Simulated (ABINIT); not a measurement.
The system is Pt.

```xyz
1
Lattice="0.0000 1.9609 1.9609 1.9609 0.0000 1.9609 1.9609 1.9609 0.0000" Properties=species:S:1:pos:R:3 pbc="T T T"
Pt    0.0000    0.0000    0.0000
```

Base run:

```yaml
Program: ABINIT 10.8.3 (patched build)
Functional: PBEsol
Potentials_or_basis: PseudoDojo NC SR PBEsol v0.4.1 standard
Cutoff: 1034 eV
k_mesh: 12 × 12 × 12, with 4 shifts
Occupations: fermi-dirac, width 0.136 eV
Spin: no spin polarisation
```

Its results: pressure -1.5 GPa.

Q: The run is repeated on the same cell with these changes: occupations from fermi-dirac, width 0.136 eV to cold (ABINIT), width 0.1 eV. What comes out?

A: Pressure -2.3 GPa.

Not every run made on this cell is shown here.
